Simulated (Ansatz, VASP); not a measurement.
# Cross-check of BP between VASP and Ansatz

Aim: how closely do two programs agree when they are given the same cell, functional and k mesh? The cell is taken from a series of VASP runs on this material, whose earlier steps may have relaxed, scaled or displaced it; both programs get it as it stands.

Calculated with Ansatz 0.2.0; plane waves, with VASP 6.6.1 beside it; band structure at PBE0.

## (1) The starting structure

The structure is cubic, space group F-43m (No. 216). The conventional cell has a = 4.538 Å, b = 4.538 Å, c = 4.538 Å, α = 90.00°, β = 90.00°, γ = 90.00°. P has 4 B at 1.97 Å nearest. Nearest to B lie 4 P at 1.97 Å. Farther neighbours are not listed.

## (2) Ansatz: band structure, PBE0

Ansatz runs on its default PAW (the set named soft_2) files.

The same path points are solved in both programs, so levels can be compared one by one.

input.yaml

```yaml
crystal:
  lattice:
    - [0.0, 2.269, 2.269]
    - [2.269, 0.0, 2.269]
    - [2.269, 2.269, 0.0]
  atoms:
    - { symbol: P, position: [0.75, 0.75, 0.75] }
    - { symbol: B, position: [0.0, 0.0, 0.0] }
hamiltonian:
  xc: pbe0
  pseudopotentials: { kind: paw }
kpoints:
  mp_grid: { grid: [6, 6, 6] }
  band_path:
    path:
      - [0.0, 0.0, 0.0]
      - [0.38889, 0.0, 0.38889]
      - [0.5, 0.0, 0.5]
      - [0.5, 0.22222, 0.72222]
      - [0.40278, 0.34722, 0.75]
      - [0.125, 0.125, 0.25]
      - [0.27778, 0.27778, 0.27778]
      - [0.55556, 0.38889, 0.55556]
      - [0.58333, 0.25, 0.66667]
      - [0.5, 0.30556, 0.69444]
      - [0.48611, 0.48611, 0.52778]
      - [0.625, 0.25, 0.625]
      - [0.5, 0.0, 0.5]
    npoints: 1
scf:
  occupations: { method: gaussian, width: 0.03 }
  n_extra_bands: 7
output:
  forces: true
  stress: true
  eigenvalues: true
  write_density: true
  write_potential: true
  elf: true
  volumetric_format: npy
```

Launch:

```sh
$ ansatz run input.yaml --threads 4 --pin off --max-ram 9216MiB --backend cpu --events-out ev --progress --plain --runs-dir out
```

Numbers of over 12 decimals in the logs are rounded to 6 here.

The program printed:

```text
Warning: output.stress: scf.convergence.dr2_threshold = 1e-7 eV (the SCF's general default) is looser than the 2e-10 eV advised for a printed stress (1e-10 eV for each atom of the cell: 2). What an SCF threshold leaves in a stress goes as its square root, and in the free energy as the threshold itself, and one threshold admits the most on a small cell: [figures from the program's tests cut] Set scf.convergence.dr2_threshold to 2e-10 eV or tighter. The threshold is an SCF's pass mark: one that does not reach it within its budget of iterations ends unconverged, or closes short of it on a stop that the run arms, and scf.convergence.dr2_threshold's page says what that costs each kind of run
Warning: output.stress: scf.exx.energy_threshold = 1e-6 eV is looser than the 2e-8 eV advised for a stress under a hybrid functional (1e-8 eV for each atom of the cell: 2). Every SCF of the exchange loop can meet its threshold on dr2 while the loop round them stops early: no threshold on dr2 bounds what that leaves in the stress. Set scf.exx.energy_threshold to 2e-8 eV or tighter. The threshold is the loop's pass mark: a loop that does not reach it within its budget of cycles ends unconverged, and scf.exx.energy_threshold's page has the law
scf.n_extra_bands = 7 over 4 filled bands (N_el = 8.0): the run solves 11 bands
Engine: ansatz 0.2.0, x86_64-unknown-linux-gnu
Pseudopotentials: kind: paw
Pseudopotential: P, paw, valence charge 5, recommended cutoff 420 eV (normal), P.paw.azcp
Pseudopotential: B, paw, valence charge 3, recommended cutoff 420 eV (normal), B.paw.azcp
Functional definition: PBE0
  parameter a = 0.25
  parameter kappa = 0.804
  parameter beta = 0.066725
  exchange = (1 - a)*pbe_x(kappa = kappa, mu = beta*pi^2/3) + a*exact_x
  correlation = pbe_c(beta = beta)
Crystal: 2 atoms, lattice volume = 23.363 Å³
Basis set: ecut = 420 eV, 459 PW (Γ), exchange–correlation on 48×48×48 points (8 copies of the dense FFT grid, shifted against one another)
Bands: 11, of which v1, the nominal top of the filled ones, is band 4 counted from 1 (3 counted from 0)
Symmetry: 24 space group operations
Space group: F-43m (ITA 216), of the structure as read, at distance tolerance 2.9e-5 Å
k-points: 16 of 216 (time reversal used)
Non-local potential: P, projectors of the file, l = 0: 2, l = 1: 2, l = 2: 2
Non-local potential: B, projectors of the file, l = 0: 2, l = 1: 2, l = 2: 1
PAW form: soft (Blöchl's): semilocal exchange-correlation on the pseudo side does not see the compensation charge
PAW frozen core: P, regenerated for the run's functional, and the local potential with it (the file was generated under x = pbe(κ = 0.804, μ = 0.219515), c = pbe(β = 0.066725))
PAW frozen core: B, regenerated for the run's functional, and the local potential with it (the file was generated under x = pbe(κ = 0.804, μ = 0.219515), c = pbe(β = 0.066725))
PAW one-centre angular grid: P, 110 points (default); XC on 64 Gauss nodes
PAW one-centre angular grid: B, 110 points (default); XC on 64 Gauss nodes
Initial density: superposition of atomic densities (neutral atoms: chi_scale 0, normalization atom), corrected by the library's trained network
Initial wavefunctions: pseudopotential atomic-orbital guess
Functional: x = pbe(κ = 0.804, μ = 0.219515), c = pbe(β = 0.066725), warm-up for x = 0.75 pbe(κ = 0.804, μ = 0.219515) + 0.25 exact, c = pbe(β = 0.066725)
SCF iter   1: F=—  HF=-912.425311 eV  |F-HF|=—  |Δ(HF+E_count)|=         —  Δρ=9.63e-4  dr2=6.73e-5  ethr=1.77e-3  ⟨swp⟩=2.0  Hψ=1221  notcnv=0
preconditioner: auto → none  [insulator: Δε(μ)=1.325 eV  Ē_g=16.091 eV  σ=0.030 eV  W_gap=1.00  n_scr=0 (ndim 8)  ℏωp=21.7 eV  f_vac=0.000  D(μ)=0.00/eV (n_scr^D=0)]
SCF iter   2: F=-912.425435 eV  HF=-912.425400 eV  |F-HF|=3.45e-5  |Δ(HF+E_count)|=   8.88e-5  Δρ=4.66e-4  dr2=1.17e-5  ethr=8.41e-7  ⟨swp⟩=2.4  Hψ=259  notcnv=0  defer=2
SCF 1 stopped early in 2 iterations: F = -912.425435 eV  dr2 = 1.17e-5
  greatest PAW one-centre occupation: 0.773 electrons in one spin orbital (limit 2), on the P atom at site 0 (counted from 0), in its partial waves of l = 0
Initial density: handed on by an earlier stage of this run
Initial wavefunctions: those handed on with the density
Functional: x = 0.75 pbe(κ = 0.804, μ = 0.219515) + 0.25 exact, c = pbe(β = 0.066725)
Frozen-core exchange: fock
SCF iter   1: F=—  HF=-913.348295 eV  |F-HF|=—  |Δ(HF+E_count)|=         —  Δρ=4.35e-3  dr2=2.52e-3  ethr=1.46e-6  ⟨swp⟩=6.8  Hψ=886  notcnv=0
preconditioner: auto → none  [insulator: Δε(μ)=2.700 eV  Ē_g=18.835 eV  σ=0.030 eV  W_gap=1.00  n_scr=0 (ndim 8)  ℏωp=21.7 eV  f_vac=0.000  D(μ)=0.00/eV (n_scr^D=0)]
SCF iter   2: F=—  HF=-913.347275 eV  |F-HF|=—  |Δ(HF+E_count)|=   1.02e-3  Δρ=1.95e-3  dr2=8.24e-4  ethr=1.46e-6  ⟨swp⟩=3.0  Hψ=327  notcnv=0
SCF iter   3: F=—  HF=-913.350383 eV  |F-HF|=—  |Δ(HF+E_count)|=   3.11e-3  Δρ=7.38e-4  dr2=8.04e-5  ethr=1.46e-6  ⟨swp⟩=3.2  Hψ=319  notcnv=0  defer=1
iter 4 solved again at ethr=1.75e-8 eV; its pass at ethr=8.08e-7 eV (dr2=1.40e-6 eV) is discarded
SCF iter   4: F=—  HF=-913.350358 eV  |F-HF|=—  |Δ(HF+E_count)|=   2.46e-5  Δρ=1.04e-4  dr2=1.25e-5  ethr=1.75e-8  ⟨swp⟩=3.0  Hψ=613  notcnv=0
SCF iter   5: F=-913.350419 eV  HF=-913.350420 eV  |F-HF|=1.32e-6  |Δ(HF+E_count)|=   6.21e-5  Δρ=1.18e-4  dr2=2.89e-6  ethr=1.75e-8  ⟨swp⟩=3.6  Hψ=328  notcnv=0
SCF 2 stopped early in 5 iterations: F = -913.350419 eV  dr2 = 2.89e-6
  greatest PAW one-centre occupation: 0.770 electrons in one spin orbital (limit 2), on the P atom at site 0 (counted from 0), in its partial waves of l = 0
hybrid outer 1: dexx = +3.589e-3 eV, tail = 7.28e-6 eV
Frozen-core exchange: fock
SCF iter   1: F=—  HF=-913.350424 eV  |F-HF|=—  |Δ(HF+E_count)|=         —  Δρ=2.41e-5  dr2=1.39e-7  ethr=4.55e-7  ⟨swp⟩=4.2  Hψ=409  notcnv=0
preconditioner: auto → none  [insulator: Δε(μ)=2.766 eV  Ē_g=18.846 eV  σ=0.030 eV  W_gap=1.00  n_scr=0 (ndim 8)  ℏωp=21.7 eV  f_vac=0.000  D(μ)=0.00/eV (n_scr^D=0)]
SCF iter   2: F=-913.350424 eV  HF=-913.350424 eV  |F-HF|=1.27e-9  |Δ(HF+E_count)|=   3.61e-8  Δρ=6.13e-6  dr2=9.45e-9  ethr=1.66e-9  ⟨swp⟩=3.0  Hψ=302  notcnv=0
SCF 3 converged in 2 iterations: F = -913.350424 eV  dr2 = 9.45e-9
  Residual-converged pass: ⟨swp⟩=3.0  Hψ=290  notcnv=0  max |occ|·‖R‖ = 2.3e-6 eV (tolerance 2.4e-6 eV)  dr2=9.48e-9  dr2_onsite=1.39e-10  max |Δocc| = 0.0e0
hybrid outer 2: dexx = +4.820e-8 eV, tail = 1.98e-8 eV, Δε = 2.17e-3 eV (about 1.98e-4 eV left of the loop's levels)
NSCF: frozen V_eff on 13 k-points
hybrid SCF converged: 2 outer / 7 inner (+2 warm-up), last move |dexx| = 4.82e-8 eV, tail = 1.98e-8 eV
Stability not checked: this state was not tested for a lower state beside it, because the functional holds exact exchange (a hybrid, or Hartree-Fock), whose exchange loop this test does not read (fock_operator; see scf.lower_state_search)
Free energy (F): -913.350424 eV
Frozen-core exchange: fock
Harris-Foulkes:  -913.350424 eV  (|F-HF|=1.27e-9)
Internal energy: -913.350424 eV  (E = F + TS)
E sigma→0 (E₀):  -913.350424 eV
Fermi energy:    9.889939 eV
--- Per-component energies (eV) ---
  E_band       = 10.267170
  E_kinetic    = 121.549278
  E_local      = -66.981985  (includes V_loc(G=0)·N_el)
  E_nonlocal   = 44.242836
  E_hartree    = 17.038943
  E_xc         = -73.750366
  E_vxc        = -78.353559  (∫ρ·V_xc dr)
  E_exx        = -17.016009  (= α·E_x^exact, valence–valence)
  E_paw        = -652.857530  (= ΣΔE_a)
  E_vpaw       = -10.235250  (= ΣTr[D̂ρ^β])
  E_aug_tail   = 0.000001  (compensation charges beyond the density's cutoff)
  E_ewald      = -285.491518
  E_core_change = -0.084074  (= ΣΔE_core)
  E_smearing   = -0.000000  (= −TS)
  E_closure    = -0.000000  (closes the sum)
  Σ components = -913.350424   (vs F -913.350424, Δ=0.00e0)
--- Forces (eV/Å), atoms counted from 1 ---
  atom   1  P      0.00000000    -0.00000000     0.00000000
  atom   2  B     -0.00000000     0.00000000     0.00000000
  max |Σ_I F_I| component: 2.41e-16 eV/Å
--- Stress (GPa, compression-positive) ---
       -1.594535      -0.000000       0.000000
        0.000000      -1.594535       0.000000
       -0.000000       0.000000      -1.594535
  P = ⅓ Tr σ = -1.5945 GPa (-15.945 kbar)
--- Band table (eV; the first three rows and the last of 16) ---
  k-point 0: bands = [-8.6734, 8.5068, 8.5068, 8.5068, 13.5332, 13.5332, 13.5332, 17.9192, ... 3 higher]
  k-point 1: bands = [-8.1265, 5.3794, 7.7875, 7.7875, 14.1849, 14.5190, 14.5190, 19.2731, ... 3 higher]
  k-point 2: bands = [-6.5661, 0.9971, 6.8763, 6.8763, 14.0707, 15.1106, 15.1106, 20.6801, ... 3 higher]
  k-point 15: bands = [-3.0533, -0.7622, 2.6548, 2.7913, 13.9604, 14.6042, 19.7480, 20.4099, ... 3 higher]
```

Elapsed: 9.7 s, on 4 threads of Intel Xeon Platinum 8488C (Sapphire Rapids), shared host; peak memory 0.66 GiB; 34 s of CPU time.

Reading the cycles: dr2 is the Hartree energy of the density residual (eV), the measure of convergence; HF is the Harris–Foulkes estimate of the energy, which meets the free energy F at convergence.

## (3) VASP: band structure, PBE0

The same cell, functional, mesh and smearing now go to VASP, with its own data sets and cutoff.

Lines of VASP's logs that name or quote its potential files are left out, and so is its time.

The run reads the wave functions of an earlier VASP run, which isn't shown here.

INCAR

```
SYSTEM = BP
PREC = Accurate
ENCUT = 370
EDIFF = 1E-06
NELM = 100
ISMEAR = 0
SIGMA = 0.03
LREAL = .FALSE.
ALGO = Normal
LHFCALC = .TRUE.
AEXX = 0.25
GGA = PE
LASPH = .TRUE.
NBANDS = 10
PRECFOCK = Fast
HFRCUT = -1
LORBIT = 11
LWAVE = .FALSE.
LCHARG = .FALSE.
KPAR = 4
```

POSCAR

```
BP
1.0
    0.0000000000      2.2690000000      2.2690000000
    2.2690000000      0.0000000000      2.2690000000
    2.2690000000      2.2690000000      0.0000000000
P B
1 1
Direct
    0.7500000000      0.7500000000      0.7500000000
    0.0000000000      0.0000000000      0.0000000000
```

KPOINTS

```
Automatic mesh
0
Gamma
6 6 6
0 0 0
```

KPOINTS_OPT

```
Line mode
10
Line-mode
Reciprocal
  0.00000000   0.00000000   0.00000000 GAMMA
  0.50000000   0.00000000   0.50000000 X

  0.50000000   0.00000000   0.50000000 X
  0.50000000   0.25000000   0.75000000 W

  0.50000000   0.25000000   0.75000000 W
  0.37500000   0.37500000   0.75000000 K

  0.37500000   0.37500000   0.75000000 K
  0.00000000   0.00000000   0.00000000 GAMMA

  0.00000000   0.00000000   0.00000000 GAMMA
  0.50000000   0.50000000   0.50000000 L

  0.50000000   0.50000000   0.50000000 L
  0.62500000   0.25000000   0.62500000 U

  0.62500000   0.25000000   0.62500000 U
  0.50000000   0.25000000   0.75000000 W

  0.50000000   0.25000000   0.75000000 W
  0.50000000   0.50000000   0.50000000 L

  0.50000000   0.50000000   0.50000000 L
  0.37500000   0.37500000   0.75000000 K

  0.62500000   0.25000000   0.62500000 U
  0.50000000   0.00000000   0.50000000 X
```

The projector-augmented-wave data sets are P and B (PBE family, release 64).

Launch:

```sh
$ mpirun -np 4 vasp_std
```

The program printed:

```text
[banner, memory and clock lines left out]
running    4 mpi-ranks, on    1 nodes
 distrk:  each k-point on    1 cores,    4 groups
 distr:  one band on    1 cores,    1 groups

 POSCAR found type information on POSCAR P B
 POSCAR found :  2 types and       2 ions
 LDA part: xc-table for (Slater+PW92), standard interpolation
 found WAVECAR, reading the header
 POSCAR, INCAR and KPOINTS ok, starting setup
 FFT: planning ... GRIDC
 FFT: planning ... GRID_SOFT
 FFT: planning ... GRID
 HFRCUT set to (new)   10.640602
 reading WAVECAR
 the WAVECAR file was read successfully
 initial charge from wavefunction
 entering main loop
       N       E                     dE             d eps       ncg     rms          rms(c)
DAV:   1    -0.157536963739E+02   -0.15754E+02   -0.67295E-01   332   0.653E+00    0.296E+00
DAV:   2    -0.157588668598E+02   -0.51705E-02   -0.14754E-02   372   0.815E-01    0.198E+00
DAV:   3    -0.157579262313E+02    0.94063E-03   -0.70882E-04   370   0.183E-01    0.112E+00
DAV:   4    -0.157575500517E+02    0.37618E-03   -0.13259E-04   356   0.812E-02    0.628E-01
DAV:   5    -0.157574225443E+02    0.12751E-03   -0.40835E-05   370   0.497E-02    0.352E-01
DAV:   6    -0.157573803707E+02    0.42174E-04   -0.14287E-05   398   0.301E-02    0.198E-01
DAV:   7    -0.157573669050E+02    0.13466E-04   -0.50915E-06   372   0.179E-02    0.112E-01
DAV:   8    -0.157573627450E+02    0.41600E-05   -0.17067E-06   278   0.104E-02    0.631E-02
DAV:   9    -0.157573615291E+02    0.12159E-05   -0.65355E-07   172   0.627E-03    0.354E-02
DAV:  10    -0.157573612205E+02    0.30861E-06   -0.23864E-07   184   0.368E-03
   1 F= -.15757361E+02 E0= -.15757361E+02  d E =-.409875E-25
 Start KPOINTS_OPT (optional k-point list driver)
k-point batch [1-16\100]
       N       E                     dE             ncg
DAV:   1     0.316834045550E+03   -0.34028E+04      320
DAV:   2    -0.145588603981E+00   -0.31698E+03      440
DAV:   3    -0.172526395114E+02   -0.17107E+02      424
DAV:   4    -0.173824383563E+02   -0.12980E+00      436
DAV:   5    -0.173829491693E+02   -0.51081E-03      450
DAV:   6    -0.173829518270E+02   -0.26576E-05      430
DAV:   7    -0.173829518391E+02   -0.12193E-07      460
[...]
k-point batch [97-100\100]
       N       E                     dE             ncg
DAV:   1     0.376732513003E+04   -0.12625E+04       80
DAV:   2     0.370119226085E+04   -0.66133E+02      112
DAV:   3     0.369906179933E+04   -0.21305E+01      126
DAV:   4     0.369904917615E+04   -0.12623E-01      128
DAV:   5     0.369904911049E+04   -0.65666E-04      112
DAV:   6     0.369904911019E+04   -0.29728E-06      120
```

Parts of OUTCAR (step 3):

```text
ion  position               nearest neighbor table
   1  0.750  0.750  0.750-   2 1.97   2 1.97   2 1.97   2 1.97
   2  0.000  0.000  0.000-   1 1.97   1 1.97   1 1.97   1 1.97

  LATTYP: Found a face centered cubic cell.
 ALAT       =     4.5380000000

 Subroutine GETGRP returns: Found 24 space group operations
 (whereof 24 operations were pure point group operations)

The static configuration has the point symmetry T_d .

 Found     16 irreducible k-points:

   k-points           NKPTS =     16   k-points in BZ     NKDIM =    216   number of bands    NBANDS=     10

   dimension x,y,z NGX =    20 NGY =   20 NGZ =   20
   dimension x,y,z NGXF=    40 NGYF=   40 NGZF=   40

   ENCUT  =  370.0 eV  27.19 Ry    5.21 a.u.   5.03  5.03  5.03*2*pi/ulx,y,z

   NELECT =       8.0000    total number of electrons

 k-points in reciprocal lattice and weights: Automatic mesh
   0.00000000  0.00000000  0.00000000       0.005
   0.16666667  0.00000000  0.00000000       0.037
   0.33333333  0.00000000  0.00000000       0.037
   0.50000000  0.00000000  0.00000000       0.019
   0.16666667  0.16666667  0.00000000       0.028
   0.33333333  0.16666667  0.00000000       0.111
   0.50000000  0.16666667  0.00000000       0.111
  -0.33333333  0.16666667  0.00000000       0.111
  -0.16666667  0.16666667  0.00000000       0.056
[...]
-0.33333333  0.33333333  0.16666667       0.111
  -0.33333333  0.50000000  0.16666667       0.056

  exchange ACFDT corr.  =         0.00000000  see jH, gK, PRB 81, 115126

 average (electrostatic) potential at core
       1 -77.3500       2 -21.3384

 E-fermi :   6.8746

 k-point     1 :       0.0000    0.0000    0.0000
  band No.  band energies     occupation
      1     -10.5223      2.00000
      2       6.6622      2.00000
      3       6.6622      2.00000
      4       6.6623      2.00000
      5      11.6840      0.00000
      6      11.6840      0.00000
      7      11.6841      0.00000
      8      16.0781      0.00000
      9      19.9970      0.00000
    ...

 k-point     2 :       0.1667    0.0000    0.0000
  band No.  band energies     occupation
      1      -9.9749      2.00000
      2       3.5384      2.00000
      3       5.9383      2.00000
      4       5.9383      2.00000
      5      12.3431      0.00000
      6      12.6741      0.00000
      7      12.6741      0.00000
      8      17.4294      0.00000
      9      19.5612      0.00000
    ...

 k-point     3 :       0.3333    0.0000    0.0000
  band No.  band energies     occupation
      1      -8.4161      2.00000
      2      -0.8505      2.00000
      3       5.0311      2.00000
      4       5.0311      2.00000
      5      12.2326      0.00000
      6      13.2705      0.00000
      7      13.2705      0.00000
      8      18.8454      0.00000
      9      20.6307      0.00000
    ...

  energy-cutoff  :      370.00
  volume of cell :       23.36
      direct lattice vectors                 reciprocal lattice vectors
     0.000000000  2.269000000  2.269000000    -0.220361393  0.220361393  0.220361393
     2.269000000  0.000000000  2.269000000     0.220361393 -0.220361393  0.220361393
     2.269000000  2.269000000  0.000000000     0.220361393  0.220361393 -0.220361393

 POSITION                                       TOTAL-FORCE (eV/Angst)
 -----------------------------------------------------------------------------------
      3.40350      3.40350      3.40350         0.000000      0.000000      0.000000
      0.00000      0.00000      0.00000        -0.000000     -0.000000     -0.000000
 -----------------------------------------------------------------------------------
    total drift:                                0.000002     -0.000001      0.000000

  FREE ENERGIE OF THE ION-ELECTRON SYSTEM (eV)
  ---------------------------------------------------
  free  energy   TOTEN  =       -15.7573612205 eV

  energy  without entropy=      -15.7573612205  energy(sigma->0) =      -15.75736122

 total charge
# of ion       s       p       d       tot
------------------------------------------
    1        0.989   1.594   0.000   2.582
    2        0.667   1.276   0.000   1.944
--------------------------------------------------
tot          1.656   2.870   0.000   4.526

[... 3 further parts left out ...]
```

## (4) Side by side

Known differences besides the potentials themselves: exact exchange at q = 0 is treated differently, which shows on coarse meshes; VASP keeps PBE cores, Ansatz makes them for the functional; the cutoff is 420 eV in Ansatz and 370 eV in VASP; VASP takes a coarser grid for exact exchange (PRECFOCK = Fast). Total energies have different zeros and are not compared.

Both answers:

```csv
quantity,Ansatz,VASP,difference
gap over the path points (eV),2.678,2.677,+0.001
```

Levels at points of the path, from each program's valence-band top (eV; 3 filled, then empty):

```csv
k (reciprocal lattice),Ansatz,VASP
0.000 0.000 0.000,0.00 0.00 0.00 5.03 5.03 5.03,0.00 0.00 0.00 5.02 5.02 5.02
0.389 0.000 0.389,-7.70 -4.26 -4.26 2.68 4.00 13.07,-7.70 -4.26 -4.26 2.68 4.01 13.10
0.500 0.000 0.500,-9.66 -4.57 -4.57 2.77 3.11 14.54,-9.66 -4.57 -4.57 2.77 3.11 14.58
0.500 0.222 0.722,-9.11 -6.22 -6.01 6.78 7.84 9.77,-9.11 -6.22 -6.01 6.79 7.85 9.78
0.403 0.347 0.750,-9.18 -6.84 -4.13 3.97 7.81 11.52,-9.18 -6.84 -4.13 3.97 7.83 11.54
0.125 0.125 0.250,-3.40 -2.48 -0.48 5.87 6.16 6.85,-3.40 -2.48 -0.48 5.86 6.17 6.85
0.278 0.278 0.278,-6.12 -1.38 -1.38 5.63 6.59 6.59,-6.12 -1.39 -1.39 5.64 6.59 6.59
0.556 0.389 0.556,-9.69 -4.23 -2.69 5.05 8.08 8.14,-9.69 -4.22 -2.69 5.06 8.09 8.15
0.583 0.250 0.667,-9.16 -6.80 -4.39 4.36 7.84 11.16,-9.16 -6.80 -4.39 4.36 7.85 11.19
0.500 0.306 0.694,-8.99 -6.49 -5.03 6.51 7.92 9.89,-8.99 -6.49 -5.03 6.52 7.92 9.91
```

Among the levels compared at these points, filled levels agree within 5 meV and empty ones within 38 meV.

## (5) Outcome

```
difference in gap over the path points (band structure, PBE0) : 5.0e-4 eV
```

**Reading.** The difference in gap over the path points is 5.0e-4 eV (band structure, PBE0), within the 0.08 eV picked in this series as the mark of a large difference. Such differences can come from data sets, numerical settings and the points named under the comparisons, not from the functional's error against experiment.

[Lines on the potential files, build, host, timing and source positions are cut from VASP's logs without a mark.]

[Logs are printed without paths, hosts, clocks, repeated set-up lines and the standing remarks that a program may print on its own settings, such as how far it seeks lower states.]

[Hosts, paths, dates, database ids (printed as entryN), source tags and the programs' standing remarks are cut or masked in the printed files.]
